Tantalum and tungsten look like two of the better results here, with bulk moduli only 5 and 7 percent below the measured ones. They are in fact the two rows that break the pattern. Both crystals come out about 5 percent too large in volume, which alone should have made them about 18 percent too soft. A second error, excess stiffness at fixed volume, hides most of that loss.

ABINIT 10.8.3, Kohn-Sham DFT with rPW86PBE, for eight bulk crystals, without spin polarisation, spin-orbit coupling or a dispersion term; Fermi-Dirac smearing 0.05 eV. Each computed bulk modulus comes from a fit to the energies at seven volumes within 6% of the given cell, and is taken at the fitted energy minimum.

```
formula  space group  volume of the given cell (Å³/atom)                   potentials or basis  wave cutoff (eV)    k-mesh  computed bulk modulus (GPa)  measured bulk modulus (GPa)  range of the values found (GPa)                                                                                                                what was measured, and how                         source  computed over measured, less one (%)
     Al        Fm-3m                               16.60  PseudoDojo NC SR PBE v0.4.1 standard             544.2  11x11x11                         75.7                         76.9                        one value                                                                                         bulk modulus; literature experiment; bulk crystal             pmc:3831299 (2013)                                  -1.6
    BAs        F-43m                               13.63                      JTH PAW PBE v2.0             408.2  10x10x10                        122.3                          148                        one value                                                                                   literature experimental value; not stated; bulk crystal        arXiv:1911.11281 (2019)                                 -17.4
     BP        F-43m                               11.68                      JTH PAW PBE v2.0             544.2  10x10x10                        154.6                          174                       173 to 179                                                       B0, Murnaghan EOS fit with V0 fixed at 93.45 A^3; XRD in diamond anvil cell; powder        arXiv:1505.05714 (2015)                                 -11.1
     Ta        Im-3m                               18.01                      JTH PAW PBE v2.0             517.0  11x11x11                        184.2                          194                       194 to 198                                                                        experimental value at ambient conditions; not stated; bulk crystal        arXiv:1910.08312 (2019)                                  -5.1
    SiC        F-43m                               10.35                      JTH PAW PBE v2.0             544.2  10x10x10                        199.9                          225                        one value                                                                                   bulk modulus B; quoted earlier experiment; bulk crystal             pmc:9505936 (2022)                                 -11.2
      W        Im-3m                               15.85                      JTH PAW PBE v2.0             435.4  12x12x12                        285.8                          307                        one value  isotropic polycrystalline bulk modulus K, bounded above by the literature value in the fit; surface Brillouin spectroscopy; bulk crystal        arXiv:1710.07581 (2017)                                  -6.9
     BN        F-43m                                5.96                      JTH PAW PBE v2.0             680.3  13x13x13                        353.8                          395                       395 to 400                                                                     isothermal B0, Vinet fit; equation-of-state measurement; bulk crystal         arXiv:1208.3664 (2012)                                 -10.4
      C        Fd-3m                                5.67                      JTH PAW PBE v2.0             544.2  13x13x13                        416.6                          442                   441.8 to 444.8                                                                                  B0 from ultrasound; ultrasonic measurement; bulk crystal  arXiv:cond-mat/0702656 (2007)                                  -5.7
```

The pattern itself is simple: a functional that lets a crystal swell also makes it soft. In a stretched crystal the repulsion between neighbouring atoms has faded faster than the attraction, so a further small change of volume meets less resistance. All eight computed moduli lie below the measured ones, and in all eight the computed equilibrium volume exceeds the given cell, though for Al by less than 0.1 percent.

The size of the effect follows from one property of the material. Let P be the pressure, V the volume, B = −V dP/dV the bulk modulus and B′ = dB/dP its rise with pressure. If B′ is taken as constant, these definitions give

dB/dV = −B′ B/V, and so B ∝ V^(−B′).

Suppose now that the calculation has the correct stiffness at the given volume V, and that its only fault is to relax to a larger volume V₀. The relative error of the modulus is then

(V/V₀)^B′ − 1.

Both V₀ and B′ come from each crystal's own computed energies, so no measured modulus enters the prediction. Since B′ lies near 4 in these crystals, each percent of excess volume costs about 4 percent of the modulus.

Boron arsenide shows the rule at work. Its volume comes out 5.3 percent too large and its B′ is 4.1, so the modulus should be multiplied by 1.053^(−4.1) = 0.81. That is a predicted error of −19 percent against the measured value, and the table has −17 percent. Almost the whole of this large error is therefore an error of volume.

Tungsten swells by nearly the same amount, 5.5 percent, and its B′ of 3.8 is similar. The rule predicts −18 percent, but the table has only −7 percent. Tantalum behaves alike, with −18 percent predicted and −5 percent found. These breaks of 12 and 13 percentage points are far larger than the few percent by which temperature and zero-point motion may shift a measured modulus. A wrong cell is an unlikely culprit too: the given volumes of Ta and W would have to be between 3 and 4 percent too small, far more than the usual doubt about the measured cell of a pure metal. This argument assumes that the cells taken from databases are close to measured ones.

The break is easier to locate when the crystals are compared at the given volume instead of at their own equilibrium. There boron arsenide has a modulus of 151 GPa, close to the measured 148 GPa. Tungsten has 350 GPa against a measured 307 GPa, which is 14 percent too stiff, and tantalum is 16 percent too stiff. The tungsten value comes from a fit capped at the literature modulus and may lie slightly low, but tantalum, measured at 194 to 198 GPa, shows the same break. For tungsten the two errors combine as 1.14 × 0.816 = 0.93, which is the modest shortfall seen in the table.

This comparison does not hang on one fit. In BAs, Ta and W the energy minimum lies near the edge of the computed volumes, where a fitted curve is less secure. The pressures printed by the same runs give the stiffness at the given volume by a separate route, and they agree with the energies to about 1 percent. The output below sets the two estimates side by side. The cutoff of boron nitride was flagged as short for stress, so its pressures are the least certain.

How can the same kind of calculation swell both crystals, yet make only tungsten much too stiff at a fixed volume? What matters is the shape of the energy error as the volume changes. If that error is a straight line in volume, it acts as a constant outward pressure: the crystal swells, but its stiffness at a fixed volume stays right. If the error curves upward, the outward pressure grows on compression, and the crystal resists squeezing more than it should.

The pressures at the given cell make this visible. If that cell is close to the real one, a correct static calculation would show only a small negative pressure there, the part that vibrations supply in the real crystal. For BAs, Ta and W that part is expected to be small beside what is printed, so the printed pressure is mostly error; for diamond and BN, with their large zero-point motion, it is not negligible. Pressures computed with a fixed basis also tend to lie somewhat under the slope of the energies, but by too little to change this comparison. Boron arsenide carries 7 GPa of pressure but only about 3 GPa of excess stiffness, no more than the doubt in its single measured value, as a nearly straight error would give. Tungsten carries 16 GPa of pressure and 43 GPa of excess stiffness, the mark of a strongly curved one.

The outward pressure has a likely source in the exchange part of this functional. Like any gradient-corrected exchange it rewards regions where the electron density varies rapidly, at moderate gradients more steeply than PBE does, and compression smooths the density between atoms, so the crystal gains by expanding. The runs also lack a dispersion term, whose attraction would work against the swelling. No run here tests either point. In tantalum and tungsten the filled shells just below the valence electrons may supply the extra curvature, because their overlap with neighbouring atoms grows steeply on compression. That is a guess, and it has competitors. The atomic datasets were built for another functional, PBE, and the mismatch may matter more in these heavy atoms. The runs also leave out spin-orbit coupling, which is strong in both metals; its effect on their stiffness was not tested. Nor was the convergence of the k-meshes, which matters more for these metals than for the semiconductors.

Boron nitride departs from the rule in the opposite direction and by much less: it is 4 points softer than its expansion explains. A given cell slightly larger than the real one would have this effect, because the rule would then start from a volume that is already stretched. A true volume of 5.89 Å³/atom would close the gap, against the 5.96 used. No measured volume of boron nitride is listed here, so this explanation is plausible but not settled.

For the six crystals other than Ta and W, the volume rule misses the found error by about 2 percentage points (root mean square), whereas a uniform percentage error misses by about 5. Much of that margin comes from two rows, Al and BAs: the errors of BP, SiC, BN and C all lie between −6 and −11 percent, and a uniform error describes those four about as well as the rule. Over all eight rows the order reverses, and the uniform error does better. The rule thus gives the size of the error in the covalent crystals without any fitted constant, and it fails for the two d-bonded metals. Aluminium fits as well, but it hardly expands and so hardly tests it; it is also the only row run with a norm-conserving potential, so its small swelling cannot be set directly beside the others.

In practice, a bulk modulus should be judged together with the volume at which it was computed. A first check is to find the excess volume, multiply it by about 4, and compare the result with the error of the modulus. For a swelling of 5 percent the product overshoots (21 for BAs, where the power law gives 19), and the power law should be used. If prediction and error agree, as for BAs, BP and SiC, evaluating the modulus at the measured volume removes most of the error. If the modulus looks much better than its volume allows, as for Ta and W, the same correction makes matters worse: tungsten would go from 7 percent too soft to 14 percent too stiff. The sensible next step for such a metal is to repeat the calculation with datasets made for the functional in use, which would show whether the mismatch of the datasets is to blame.

Output of the analysis:

```
Error expected from expansion alone:
  row  expansion_%  expected_error_%  found_error_%  found_less_expected_points
   Al      0.07145            -0.329           -1.6                      -1.271
  BAs        5.293            -19.06          -17.4                       1.661
   BP        2.817            -10.01          -11.1                      -1.088
   Ta        5.154            -18.44           -5.1                       13.34
  SiC        3.362            -11.79          -11.2                      0.5872
    W         5.49            -18.43           -6.9                       11.53
   BN        1.714            -6.207          -10.4                      -4.193
    C        1.938            -7.684           -5.7                       1.984
Stiffness at the given volume:
  row  from_energies_GPa  from_pressures_GPa  energies_over_measured_less_one_%  pressure_GPa
   Al              75.95               76.09                             -1.236       0.03464
  BAs              151.1               150.8                              2.095         6.951
   BP              171.8               171.1                             -1.264          4.29
   Ta              225.9               224.1                              16.42         9.852
  SiC              226.6               226.9                              0.716          7.26
    W              350.4               348.3                              14.13         15.91
   BN              377.2               376.7                             -4.503         5.824
    C              451.3                 449                              2.099         8.752
rms miss of expansion model, all rows, points: 6.504
rms miss of constant error, all rows, points: 4.558
rms miss of expansion model without Ta and W, points: 2.138
rms miss of constant error without Ta and W, points: 4.924
largest difference of the two stiffness estimates, %: 0.7863
Ta excess stiffness at given volume, GPa: 31.86
W excess stiffness at given volume, GPa: 43.36
Ta excess stiffness over pressure: 3.234
W excess stiffness over pressure: 2.726
BAs excess stiffness over pressure: 0.4462
BN volume that would close the gap, A^3/atom: 5.888
BN change of given volume needed, %: -1.214
Ta change of given volume needed, %: 3.819
W change of given volume needed, %: 3.528
BP volume in the source note, A^3/atom: 11.68
```
